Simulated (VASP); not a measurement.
# PbSe (Clausthalite) (Fm-3m) in VASP: a series of runs, part 2 of 2

VASP 6.6.1. Earlier steps stand in the parts before.

### Step 4. Dielectric tensor, LDA

This run uses another cell than the first one, of 27.62 Å³/atom, 0.972 times its volume.

The input, INCAR:

```
  PREC = Accurate
  ENCUT = 600
  EDIFF = 1E-8
  ISMEAR = 0
  SIGMA = 0.03
  LREAL = False
  LASPH = True
  NELM = 80
  ALGO = Normal
  ISIF = 2
  LWAVE = False
  LCHARG = False
  LEPSILON = True
```

The input, KPOINTS:

```
Automatic mesh
0
Monkhorst-Pack
  12 12 12
```

The input, POSCAR:

```
PbSe                                    
1.0
    0.0000000000      3.0229038105      3.0229038105
    3.0229038105      0.0000000000      3.0229038105
    3.0229038105      3.0229038105      0.0000000000
  Pb              Se            
     1     1
Direct
     0.0000000000000000    0.0000000000000000    0.0000000000000000
     0.5000000000000000    0.5000000000000000    0.5000000000000000
```

Potentials or basis: VASP PAW LDA potentials, release 64 (Pb_d, Se).

Started as:

```sh
cat potpaw_LDA.64/Pb_d/POTCAR potpaw_LDA.64/Se/POTCAR > POTCAR
mpirun -np 1 vasp_std > vasp.out
```

OUTCAR:

```text
PREC = Accurate
   ENCUT = 600
   EDIFF = 1E-8
   ISMEAR = 0
   LREAL = False
   LASPH = True
   NELM = 80
   ISIF = 2
   LEPSILON = True

 ion  position               nearest neighbor table
   1  0.000  0.000  0.000-   2 3.02   2 3.02   2 3.02   2 3.02   2 3.02   2 3.02
   2  0.500  0.500  0.500-   1 3.02   1 3.02   1 3.02   1 3.02   1 3.02   1 3.02

  LATTYP: Found a face centered cubic cell.
 ALAT       =     6.0458076210

  Lattice vectors:

 A1 = (   0.0000000000,   3.0229038105,   3.0229038105)
 A2 = (   3.0229038105,   0.0000000000,   3.0229038105)
 A3 = (   3.0229038105,   3.0229038105,   0.0000000000)

Analysis of symmetry for initial positions (statically):
=====================================================================
 Subroutine PRICEL returns:
 Original cell was already a primitive cell.

 Routine SETGRP: Setting up the symmetry group for a
 face centered cubic supercell.

 Subroutine GETGRP returns: Found 48 space group operations
 (whereof 48 operations were pure point group operations)
 out of a pool of 48 trial point group operations.

The static configuration has the point symmetry O_h .

Analysis of symmetry for dynamics (positions and initial velocities):
=====================================================================
 Subroutine PRICEL returns:
 Original cell was already a primitive cell.

 Routine SETGRP: Setting up the symmetry group for a
 face centered cubic supercell.

 Subroutine GETGRP returns: Found 48 space group operations
 (whereof 48 operations were pure point group operations)
 out of a pool of 48 trial point group operations.

The dynamic configuration has the point symmetry O_h .

 Subroutine INISYM returns: Found 48 space group operations
[... 586 lines left out ...]

 HEAD OF MICROSCOPIC STATIC DIELECTRIC TENSOR (INDEPENDENT PARTICLE, excluding Hartree and local field effects)
 ------------------------------------------------------
          27.654734     0.000000     0.000000
          -0.000000    27.654734     0.000000
          -0.000000     0.000000    27.654734
 ------------------------------------------------------

 Free energy of the ion-electron system (eV)
  ---------------------------------------------------
  ---------------------------------------------------
  free energy    TOTEN  =        -4.05943106 eV

  energy without entropy =       -4.05943106

------------------------ aborting loop because EDIFF is reached ----------------------------------------

--------------------------------------- Ionic step        2  -------------------------------------------

------------------------ aborting loop because EDIFF is reached ----------------------------------------

--------------------------------------- Ionic step        3  -------------------------------------------

 Free energy of the ion-electron system (eV)
  ---------------------------------------------------
  ---------------------------------------------------
  free energy    TOTEN  =        -4.05943104 eV

  energy without entropy =       -4.05943104

------------------------ aborting loop because EDIFF is reached ----------------------------------------

 PIEZOELECTRIC TENSOR FIELD DIRECTION 3  (e Angst)
 -----------------------------------------------------------------------------
    -0.00496  0.00000  0.00000           ( -0.00000  0.00000  0.00000)
     0.00000 -0.00496  0.00000           (  0.00000 -0.00000  0.00000)
     0.00000  0.00000  0.01697           (  0.00000  0.00000  0.00001)

 PIEZOELECTRIC TENSOR FIELD DIRECTION 3  (C/m^2)
 -----------------------------------------------------------------------------
    -0.00144  0.00000  0.00000
     0.00000 -0.00144  0.00000
     0.00000  0.00000  0.00492

 MACROSCOPIC STATIC DIELECTRIC TENSOR (including local field effects in DFT)
 ------------------------------------------------------
          26.555164     0.000000     0.000000
          -0.000000    26.555164     0.000000
          -0.000000    -0.000000    26.555164
 ------------------------------------------------------

 PIEZOELECTRIC TENSOR (including local field effects)  for field in x, y, z        (e  Angst)
          XX          YY          ZZ          XY          YZ          ZX
  --------------------------------------------------------------------------------
  x     0.00000     0.00000     0.00000     0.00000     0.00000     0.00000
  y     0.00000     0.00000     0.00000     0.00000     0.00000     0.00000
  z     0.00000     0.00000     0.00000     0.00000     0.00000     0.00000

 PIEZOELECTRIC TENSOR (including local field effects)  for field in x, y, z        (C/m^2)
          XX          YY          ZZ          XY          YZ          ZX
  --------------------------------------------------------------------------------
  x     0.00000     0.00000     0.00000     0.00000     0.00000     0.00000
  y     0.00000     0.00000     0.00000     0.00000     0.00000     0.00000
  z     0.00000     0.00000     0.00000     0.00000     0.00000     0.00000

 BORN EFFECTIVE CHARGES (including local field effects) (in |e|, cummulative output)
 ---------------------------------------------------------------------------------
 ion    1
    1     4.99596     0.00000     0.00000
    2     0.00000     4.99596     0.00000
    3     0.00000     0.00000     4.99596
 ion    2
    1    -4.99596     0.00000     0.00000
    2     0.00000    -4.99596     0.00000
    3     0.00000     0.00000    -4.99596
```

stdout:

```text
POSCAR found type information on POSCAR PbSe
 POSCAR found :  2 types and       2 ions
 scaLAPACK will be used
 LDA part: xc-table for (Slater(with rela. corr.)+CA(PZ))
 , standard interpolation
 -----------------------------------------------------------------------------
[... 38 lines left out ...]
 dielectric tensor                  component  3 :    -0.482    -2.487    19.732
 Linear response to external field, progress :
  Direction:   1
 dielectric tensor                  component  1 :    26.555     0.611     0.371
 Linear response to external field, progress :
  Direction:   2
 dielectric tensor                  component  2 :     0.597    26.555     0.384
 Linear response to external field, progress :
  Direction:   3
 dielectric tensor                  component  3 :     0.447     0.534    26.555
 Born effective charges drift removed
```

Wall time 19 min (1 thread of Intel Xeon 6975P-C (Granite Rapids), shared host); peak memory 1.1 GiB.

Results:

- Electronic dielectric tensor (diagonal): 26.56
- Born charges (mean of the diagonal): Pb +5.00; Se -5.00 e

Levels at points of the mesh, in eV from the valence-band top:
```tsv
k point	band 8	band 9	band 10	band 11	band 12	band 13
(0.04, 0.04, 0.04)	-1.87	-1.87	-1.84	4.67	4.75	4.75
```

Electronic dielectric tensor:
```
26.56  0.00  0.00
 0.00 26.56  0.00
 0.00  0.00 26.56
```

Born effective charge tensors (e):
atom 1, Pb
```
5.00 0.00 0.00
0.00 5.00 0.00
0.00 0.00 5.00
```
atom 2, Se
```
-5.00  0.00  0.00
 0.00 -5.00  0.00
 0.00  0.00 -5.00
```
